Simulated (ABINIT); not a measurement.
The system is AgBr.

```
Ag Br
1.0
     0.00000    2.87015    2.87015
     2.87015    0.00000    2.87015
     2.87015    2.87015    0.00000
Ag Br
1 1
Direct
  0.00000 0.00000 0.00000
  0.50000 0.50000 0.50000
```

Base run:

```yaml
Program: ABINIT 10.8.3 (patched build)
Functional: RPBE
Potentials_or_basis: JTH PAW PBE v2.0
Cutoff: 463 eV
k_mesh: 8 × 8 × 8
Occupations: fermi-dirac, width 0.05 eV
Spin: spin-orbit coupling, no magnetisation
```

Its results: band gap on the k mesh 0.75 eV, indirect (least direct gap 2.59 eV); pressure 5.1 GPa.

Q: After a change of settings the same cell gave: band gap on the k mesh 0.55 eV, indirect (least direct gap 2.37 eV); pressure 2.3 GPa. Which change was it?
A. functional from RPBE to LDA; potentials or basis from JTH PAW PBE v2.0 to JTH PAW LDA v2.0
B. functional from RPBE to HCTH407
C. functional from RPBE to BP86

A: C.

Caveats: the PAW data sets were made with another functional, which shifts forces and pressure a little.

Runs at the PBE level aren't shown here.
